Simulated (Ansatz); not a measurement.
# PtSe2: the cost of one run

The runs shown are made with Ansatz 0.2.0. PAW datasets, plane waves. No spin polarisation and no zero-point or thermal motion; the cell was built from a prototype and may be hypothetical.

**1. The system as given**

The cell was relaxed beforehand with r2SCAN+rVV10.

It is trigonal, R-3m (No. 166); a = 3.691 Å, c = 17.282 Å in the conventional setting, 22.66 Å³ an atom. Pt has 6 Se at 2.51 Å; Se has 3 Pt at 2.51 Å.

The structure in full:

```
Pt Se
1.0
     1.84570    1.06562    5.76071
    -1.84570    1.06562    5.76071
     0.00000   -2.13123    5.76071
Pt Se
1 2
Direct
  0.00000 0.00000 0.00000
  0.25678 0.25678 0.25678
  0.74322 0.74322 0.74322
```

**2. PBE band path**

input.yaml reads:

```yaml
crystal:
  lattice:
    - [1.8457016943, 1.0656163701, 5.7607123488]
    - [-1.8457016943, 1.0656163701, 5.7607123488]
    - [0.0, -2.1312327401, 5.7607123488]
  atoms:
    - { symbol: Pt, position: [0.0, 0.0, 0.0] }
    - { symbol: Se, position: [0.2567812158, 0.2567812158, 0.2567812158] }
    - { symbol: Se, position: [0.7432187842, 0.7432187842, 0.7432187842] }
kpoints:
  mp_grid: { grid: [8, 8, 8] }
  band_path:
    path:
      - [[0.0, 0.0, 0.0], [0.5, 0.5, 0.5], [0.8105216083054, 0.1894783916946, 0.5]]
      - [[0.5, -0.1894783916946, 0.1894783916946], [0.5, 1.653152813253e-17, -1.880796832818e-17], [0.0, 0.0, 0.0], [0.3447391958473, -0.3447391958473, -2.486154602748e-17]]
      - [[0.6552608041527, 3.306305626506e-17, 0.3447391958473], [0.5, 3.306305626506e-17, 0.5], [0.0, 0.0, 0.0]]
    npoints: 10
hamiltonian:
  xc: pbe
scf:
  occupations: { method: fermi_dirac, width: 0.02 }
  n_extra_bands: 4
output:
  forces: true
  stress: true
  eigenvalues: true
```

The run is started by

```bash
$ ansatz run input.yaml --threads 2 --pin off --max-ram 2211MiB --backend cpu --events-out ev --progress --plain --runs-dir out
```

**Question.** How long does this run take on 2 threads of Arm Neoverse V1, shared host, and how much memory does it need?

About 5.7 s, with a peak of 0.34 GiB.
